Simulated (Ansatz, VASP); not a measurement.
**Two plane-wave programs on Hg**

File INCAR:

```
SYSTEM = Hg
PREC = Accurate ; ENCUT = 600
EDIFF = 1E-7 ; ISMEAR = 0
SIGMA = 0.1 ; LREAL = .FALSE.
LASPH = .TRUE. ; NELM = 60
ALGO = Fast ; ISIF = 3
LWAVE = .FALSE. ; LCHARG = .FALSE.
GGA = PE ; IBRION = 2
NSW = 100 ; EDIFFG = -0.01
```

File KPOINTS:

```
regular mesh
0
G
  14 14 14
  0 0 0
```

Contents of POSCAR:

```
Hg
1.0
   -2.0584332789      2.0584332789      2.0584332789
    2.0584332789     -2.0584332789      2.0584332789
    2.0584332789      2.0584332789     -2.0584332789
Hg
1
Direct
    0.0000000000      0.0000000000      0.0000000000
```

Input for Ansatz:

```yaml
crystal:
  lattice:
    - [-2.0584332789, 2.0584332789, 2.0584332789]
    - [2.0584332789, -2.0584332789, 2.0584332789]
    - [2.0584332789, 2.0584332789, -2.0584332789]
  atoms:
    - { symbol: Hg, position: [0.0, 0.0, 0.0] }
basis:
  ecutwfc: 420
kpoints:
  mp_grid: { grid: [14, 14, 14] }
hamiltonian:
  xc: pbe
scf:
  occupations: { method: gaussian, width: 0.1 }
output:
  forces: true
  stress: true
  eigenvalues: true
relax:
  adjacent_minimum: "off"
  f_tol: 0.01
  max_steps: 80
  cell: { stress_tol: 0.05 }
```

Alike in both runs: task relaxation of cell and atoms; functional PBE; k mesh 14 × 14 × 14; occupations gaussian, width 0.1 eV; no spin polarisation.

|  | VASP | Ansatz |
| --- | --- | --- |
| version | VASP 6.6.1 | Ansatz 0.2.0 |
| potentials or method | VASP PAW PBE potentials, release 64 (Hg) | scalar-relativistic, plane waves, PAW |
| plane-wave cutoff (eV) | 600 | 420 |
| valence electrons in the cell | 12 | 20 |

```tsv
	VASP	Ansatz	Ansatz less VASP
gap on the k mesh at the Fermi level, each at its own relaxed structure (eV)	none	none	-
relaxed volume (Å³/atom)	29.53	29.10	-0.431
relaxed cell length with the largest relative difference (Å)	3.373	3.356	-0.0165
energy change over the relaxation (meV/atom)	-12	-16	-4.0
```

A gap of «none» marks a metal or a gap that the smearing closes. The two sets of potentials don't hold the same shells in valence.

Caveats: the volume moved by over 15 % at a fixed basis, so the end points are rough (VASP). The runs have no spin-orbit coupling, so splittings on Hg are missing.
